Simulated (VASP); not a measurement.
Input of a VASP 6.6.1 run:

POSCAR

```
KBr                                     
1.0
    0.0000000000      3.2798924861      3.2798924861
    3.2798924861      0.0000000000      3.2798924861
    3.2798924861      3.2798924861      0.0000000000
  K               Br            
     1     1
Direct
     0.0000000000000000    0.0000000000000000    0.0000000000000000
     0.5000000000000000    0.5000000000000000    0.5000000000000000
```

Contents of INCAR.step1:

```
SYSTEM = KBr
PREC = Accurate
ENCUT = 520
EDIFF = 1E-5
ISMEAR = 0
SIGMA = 0.03
LREAL = .FALSE.
LASPH = .TRUE.
NELM = 80
ALGO = Normal
ISIF = 2
LWAVE = .TRUE.
LCHARG = .FALSE.
KPAR = 4
GGA = PE
```

INCAR.step2

```
SYSTEM = KBr
PREC = Accurate
ENCUT = 520
EDIFF = 1E-6
ISMEAR = 0
SIGMA = 0.03
LREAL = .FALSE.
LASPH = .TRUE.
NELM = 80
ALGO = Normal
ISIF = 2
LWAVE = .FALSE.
LCHARG = .FALSE.
GGA = PE
LHFCALC = .TRUE.
AEXX = 0.25
PRECFOCK = Fast
HFRCUT = -1
KPAR = 4
ISTART = 1
```

The input KPOINTS:

```
Automatic mesh
0
G
  4 4 4
  0 0 0
```

The input KPOINTS_OPT:

```
explicit points
6
Reciprocal
 0.0000000000  0.0000000000  0.0000000000 1
 0.3750000000  0.3750000000  0.7500000000 1
 0.5000000000  0.5000000000  0.5000000000 1
 0.6250000000  0.2500000000  0.6250000000 1
 0.5000000000  0.2500000000  0.7500000000 1
 0.5000000000  0.0000000000  0.5000000000 1
```

Potentials or basis: VASP PAW PBE potentials, release 64 (K_sv, Br).

The run is started by

```console
$ cat potpaw_PBE.64/K_sv/POTCAR potpaw_PBE.64/Br/POTCAR > POTCAR
$ cp INCAR.step1 INCAR
$ mpirun -np 4 vasp_std > vasp.out
$ cp INCAR.step2 INCAR
$ mpirun -np 4 vasp_std > vasp.out
```

Predict the band gap along the path.

6.37 eV, direct.

Predict the pressure.

0.8 GPa.

Caveat: the PAW data sets were made with another functional, which shifts forces and pressure a little.
